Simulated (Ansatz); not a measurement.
# ZnSe: the cost of one run

Method: DFT LDA, scalar-relativistic, plane waves, PAW, in Ansatz 0.2.0.

1 further run of the same task is left out (set aside as unsound or not needed).

## 1. The starting structure

It takes space group P4/nmm (No. 129, tetragonal). Conventional cell: a = 3.983 Å, b = 3.983 Å, c = 5.256 Å, α = 90.00°, β = 90.00°, γ = 90.00°. Zn (site symmetry -4m2) has 4 Se at 2.48 Å and 4 Zn at 2.82 Å as nearest neighbours. Se (site symmetry 4mm) has 4 Zn at 2.48 Å as nearest neighbours.

Structure file:

```xyz
4
Lattice="3.9828 0.0000 0.0000 0.0000 3.9828 0.0000 0.0000 0.0000 5.2564" Properties=species:S:1:pos:R:3 pbc="T T T"
Zn    0.0000    0.0000    0.0000
Zn    1.9914    1.9914    0.0000
Se    0.0000    1.9914    1.4700
Se    1.9914    0.0000    3.7864
```

It goes back to an entry of the Materials Project, which need not be the stable form.

This cell was relaxed beforehand with the same method: volume 20.85 Å³/atom, gap on the mesh 1.56 eV.

## 2. The grid

The energy is mapped over the lattice constants a and c of the conventional cell.

The axes are (1) lattice constant a (and b): 5 values from 3.704 to 4.262 Å; (2) lattice constant c: 5 values from 4.626 to 5.887 Å.

Nothing else is relaxed (fractional coordinates fixed). Energies count from the relaxed crystal. Points are written as (first, second).

## 3. Point (4.262 Å, 5.256 Å)

Contents of input.yaml:

```yaml
crystal:
  lattice:
    - [4.2616, 0.0, 0.0]
    - [0.0, 4.2616, 0.0]
    - [0.0, 0.0, 5.2564395555]
  atoms:
    - { symbol: Zn, position: [0.0, 0.0, 0.0] }
    - { symbol: Zn, position: [0.5, 0.5, 0.0] }
    - { symbol: Se, position: [0.0, 0.5, 0.2796655406] }
    - { symbol: Se, position: [0.5, 0.0, 0.7203344594] }
basis:
  ecutwfc: 520.0
kpoints:
  mp_grid: { grid: [8, 8, 6] }
hamiltonian:
  xc: lda
scf:
  occupations: { method: gaussian, width: 0.05 }
output:
  forces: true
  stress: true
  eigenvalues: true
```

Command:

```bash
$ ansatz run input.yaml --threads 1 --pin off --max-ram 2048MiB --backend cpu --events-out ev --progress --plain --runs-dir out
```

What time and memory should one allow on 1 thread of Intel Xeon Platinum 8259CL at 2.50GHz (Skylake/Cascade Lake), shared host?

About 12 s, with a peak of 0.53 GiB.
